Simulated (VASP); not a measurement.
**CoSi and the effect of the Hubbard U on Co d**

```xyz
8
Lattice="4.4380 0.0000 0.0000 0.0000 4.4380 0.0000 0.0000 0.0000 4.4380" Properties=species:S:1:pos:R:3 pbc="T T T"
Co    3.8167    2.8403    1.5977
Co    2.8403    1.5977    3.8167
Co    1.5977    3.8167    2.8403
Co    0.6213    0.6213    0.6213
Si    0.6968    1.5222    2.9158
Si    1.5222    2.9158    0.6968
Si    2.9158    0.6968    1.5222
Si    3.7412    3.7412    3.7412
```

Kept alike: task single point; functional r2SCAN; k mesh 5 × 5 × 5; occupations fermi-dirac, width 0.05 eV; collinear spin, ferromagnetic start. Program: VASP, PBE PAW files Co, Si, 520 eV. The mesh is that of the run's cell of 8 atoms. No spin-orbit coupling.

```csv
"Hubbard U on Co d, U (eV)",pressure (GPa),largest site moment (μB)
2,-0.91,1.09
3,-0.61,?
4,0.05,1.20
5,1.73,1.25
6,4.74,1.32
```

Pressure is positive in compression; the values hold the error of the finite cutoff, so their zero can differ a little from the energy's minimum. For a metal such a mesh leaves the last digits unconverged. How U acts hangs on the program's projectors. The runs hold the magnetic state that their start led to, which needn't be the lowest. Site moments count inside each atom's sphere or projector. All rows use potentials made for PBE. U enters in Dudarev's form.

Problem. Fit the rows shown and predict the run at 3 eV.

Solution. A least-squares line through the rows shown is largest site moment = 0.0566 U + 0.975 (largest miss 0.008); at U = 3 it gives 1.14 μB. The run gave: largest site moment 1.15 μB.
